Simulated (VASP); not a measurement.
A run of VASP 6.6.1 is set up as follows.

Contents of INCAR:

```
ALGO = Normal ; EDIFF = 1E-6
ENCUT = 520 ; ISIF = 2
ISMEAR = -1 ; LASPH = T
LCHARG = F ; LMIXTAU = T
LREAL = F ; LWAVE = F
METAGGA = R2SCAN ; NELM = 80
PREC = Accurate ; SIGMA = 0.05
```

Contents of KPOINTS:

```
k-points
0
Gamma
  4 4 4
```

File POSCAR:

```
Al2O3
1.0
    2.3770000000      1.3723615899      4.3300000000
   -2.3770000000      1.3723615899      4.3300000000
    0.0000000000     -2.7447231797      4.3300000000
Al O
4 6
Direct
    0.8522800000      0.8522800000      0.8522800000
    0.6477200000      0.6477200000      0.6477200000
    0.1477200000      0.1477200000      0.1477200000
    0.3522800000      0.3522800000      0.3522800000
    0.0564000000      0.4436000000      0.7500000000
    0.7500000000      0.0564000000      0.4436000000
    0.4436000000      0.7500000000      0.0564000000
    0.9436000000      0.5564000000      0.2500000000
    0.2500000000      0.9436000000      0.5564000000
    0.5564000000      0.2500000000      0.9436000000
```

Potentials or basis: VASP PAW PBE potentials, release 64 (Al, O).

Run with:

```bash
$ cat potpaw_PBE.64/Al/POTCAR potpaw_PBE.64/O/POTCAR > POTCAR
$ mpirun -np 1 vasp_std > vasp.out
```

Task: Predict the pressure.

Result: 0.2 GPa.

Task: What does it give for the largest force?

Result: 0.113 eV/Å.

Task: Predict the band gap on the k mesh.

Result: 7.18 eV, direct.

Stress tensor (GPa, compression positive):
```
 0.43  0.00  0.00
 0.00  0.43  0.00
 0.00  0.00 -0.37
```

Caveat: the PAW data sets were made with another functional, which shifts forces and pressure a little.

**The experiment to reproduce.**

“Multi-petahertz electron interference in Cr:Al2O3 solid-state material”, 2018, pmc:5906618 quotes, for a bulk crystal of Al2O3: band gap 8.7 eV (optical).

Against the measured gap of Al2O3, 8.7 eV (optical; quoted in “Multi-petahertz electron interference in Cr:Al2O3 solid-state material”, 2018, pmc:5906618), the calculated 7.18 eV is off by -1.52 eV. The value is that of r2SCAN, without temperature or zero-point motion.
